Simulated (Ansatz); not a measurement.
# HgTe: frozen-core PAW against all-electron methods

```
Hg Te
1.0
     0.00000    3.22350    3.22350
     3.22350    0.00000    3.22350
     3.22350    3.22350    0.00000
Hg Te
1 1
Cartesian
  0.0000 0.0000 0.0000
  4.8353 4.8353 4.8353
```

Atom numbers follow the list: Hg1, Te2.

The conventional cell has a = 6.447 Å, b = 6.447 Å, c = 6.447 Å, α = 90.00°, β = 90.00°, γ = 90.00°. Hg (atom 1) has 4 Te at 2.79 Å as nearest neighbours. Te (atom 2) is surrounded by 4 Hg at 2.79 Å.

The cell is COD entry 1539232, as deposited and not checked against the literature; nothing was relaxed.

Spin–orbit coupling is left out, though it moves levels of the heavy atoms by tenths of an eV or more.

All numbers are computed: DFT, PBE, PAW with Ansatz's default frozen-core files, scalar-relativistic (Ansatz 0.2.0); DFT, PBE, all-electron PAW with datasets made for the crystal, scalar-relativistic (Ansatz 0.2.0); DFT, PBE, all-electron LAPW, scalar-relativistic (Ansatz 0.2.0).

For PAW: a Γ-centred 9×9×9 k mesh, Fermi–Dirac smearing of 0.05 eV, cutoff 420 eV, no spin polarisation. The crystal-made all-electron datasets (AE datasets) take a cutoff of 240 eV at this cell. LAPW targets a basis error of 0.5 meV/atom. The Ansatz runs share mesh, smearing and spin set-up. Plane-wave (PAW) pressures include the program's estimate of the Pulay term.

Stress and pressure are positive in compression.

Levels count from the Fermi level.

| quantity | PAW | AE datasets | LAPW |
| --- | --- | --- | --- |
| pressure (GPa) | 4.07 | 4.08 | 4.07 |
| highest filled level at Γ (eV) | -0.062 | -0.062 | -0.062 |
| lowest empty level at Γ (eV) | 4.171 | 4.171 | 4.171 |
| highest filled level at W (eV) | -2.644 | -2.643 | -2.644 |
| lowest empty level at W (eV) | 3.081 | 3.082 | 3.082 |
| highest filled level at K (eV) | -1.975 | -1.975 | -1.975 |
| lowest empty level at K (eV) | 2.192 | 2.193 | 2.192 |

PAW's pressure differs from the LAPW value by about 0.01 GPa or less.
